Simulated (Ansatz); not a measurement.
## CsBr, one cell by several methods

```
CELL_PARAMETERS angstrom
4.28600 0.00000 0.00000
0.00000 4.28600 0.00000
0.00000 0.00000 4.28600
ATOMIC_POSITIONS crystal
Cs 0.00000 0.00000 0.00000
Br 0.50000 0.50000 0.50000
```

Atoms are numbered in the order listed.

Conventional cell: a = 4.286 Å, b = 4.286 Å, c = 4.286 Å, α = 90.00°, β = 90.00°, γ = 90.00°. Cs (atom 1) has 8 Br at 3.71 Å as nearest neighbours. Around Br (atom 2) lie 8 Cs at 3.71 Å.

The cell is COD entry 9008788, as deposited and not checked against the literature; nothing was relaxed. It is an old determination, and later ones may differ.

Spin–orbit coupling is left out, though it moves levels of the heavy atoms by tenths of an eV or more.

Levels of theory: DFT, PBE, PAW with Ansatz's default frozen-core files, scalar-relativistic (Ansatz 0.2.0); DFT, PBE, all-electron PAW with datasets made for the crystal, scalar-relativistic (Ansatz 0.2.0); DFT, PBE, all-electron LAPW, scalar-relativistic (Ansatz 0.2.0).

For PAW: a Γ-centred 6×6×6 k mesh, Fermi–Dirac smearing of 0.03 eV, cutoff 420 eV, no spin polarisation. The crystal-made all-electron datasets (AE datasets) take a cutoff of 200 eV at this cell. LAPW targets a basis error of 0.25 meV/atom. The Ansatz runs share mesh, smearing and spin set-up. Plane-wave (PAW) pressures include the program's estimate of the Pulay term.

Stress and pressure are positive in compression.

Levels count from the top of the valence band.

```tsv
quantity	PAW	AE datasets	LAPW
pressure (GPa)	1.05	1.05	1.05
band gap (eV)	4.529	4.529	4.529
highest filled level at R (eV)	-1.175	-1.174	-1.174
lowest empty level at R (eV)	8.338	8.338	8.338
highest filled level at Γ (eV)	0.000	0.000	0.000
lowest empty level at Γ (eV)	4.529	4.529	4.529
highest filled level at M (eV)	-0.005	-0.005	-0.005
lowest empty level at M (eV)	5.278	5.279	5.279
```

PAW's pressure differs from the LAPW value by about 0.01 GPa or less.
